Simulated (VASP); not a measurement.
Runs of VASP 6.6.1 on Al3Ga5As8. Symmetry: R3m, No. 160, trigonal system. Conventional cell: a = 7.999 Å, b = 7.999 Å, c = 19.594 Å, α = 90.00°, β = 90.00°, γ = 120.00°. Al (site symmetry m) is surrounded by 4 As at 2.45 Å. Around Ga (site symmetry 3m) lie 4 As at 2.45 Å. Ga (site symmetry 3m) is surrounded by 4 As at 2.45 Å. Around Ga (site symmetry m) lie 4 As at 2.45 Å. Around As (site symmetry m) lie 1 Al at 2.45 Å and 3 Ga at 2.45 Å. Around As (site symmetry 3m) lie 3 Al at 2.45 Å and 1 Ga at 2.45 Å. As (site symmetry 3m) is surrounded by 4 Ga at 2.45 Å. Around As (site symmetry m) lie 2 Al at 2.45 Å and 2 Ga at 2.45 Å. The cell was built by a generator and needn't be a form met in nature.

```tsv
task	level	cell	k mesh	cutoff (eV)	grid for exact exchange (PRECFOCK)	screening parameter	mesh quality	gap on the mesh (eV)	pressure (GPa)	largest force (eV/Å)
relaxation of cell and atoms	PBEsol	relaxed	6 × 6 × 5	600	-	-	not flagged	0.73	0.0	0.01
band structure	PBEsol	R3m, 22.8 Å³/atom	6 × 6 × 5	520	-	-	not flagged	0.73	0.0	-
band structure	TB-mBJ	R3m, 22.8 Å³/atom	6 × 6 × 5	520	-	-	not flagged	1.72	-	-
band structure	HSE06	R3m, 22.8 Å³/atom	2 × 2 × 2	520	Fast	0.2 1/A	coarse	1.71	0.6	(a)
```

Alike in all rows: potentials or basis VASP PAW PBE potentials, release 64 (Al, Ga_d, As); no spin polarisation; smearing gaussian 0.03 eV.

Fill in the values left out.

(a) 0.08.

Caveats: some runs use coarse meshes; the PAW data sets were made with another functional, which shifts forces and pressure a little.

A k mesh can miss the band edges, and the runs leave out spin-orbit coupling on As, Ga.
